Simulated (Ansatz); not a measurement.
Equilibrium properties in the diamond structure, computed with PBE in Ansatz (plane waves, PAW datasets (generated soft set 1); cutoff 420 eV), no spin polarisation, no spin–orbit coupling, Fermi–Dirac smearing of 0.061 eV, k-spacing 0.06 Å⁻¹:

| crystal | a₀ (Å) | V₀ (Å³/atom) | B₀ (GPa) |
| --- | --- | --- | --- |
| H | 3.011 | 3.41 | 91 |
| Be | 4.898 | 14.69 | 44 |
| O | 4.404 | 10.68 | 119 |
| F | 4.879 | 14.51 | 38 |
| Na | 7.584 | 54.53 | 2.9 |
| Al | 6.047 | 27.64 | 37 |

Question: Give the same for B, Li, C.

Answer: 
| crystal | a₀ (Å) | V₀ (Å³/atom) | B₀ (GPa) |
| --- | --- | --- | --- |
| B | 4.051 | 8.31 | 177 |
| Li | 5.900 | 25.68 | 5.4 |
| C | 3.572 | 5.70 | 433 |

Model structures, not the usual forms at ambient conditions (metastable or hypothetical): H, Li, Be, B, O, F, Na, Al. Spin polarisation is left out, and a magnetic state may lie lower for F.
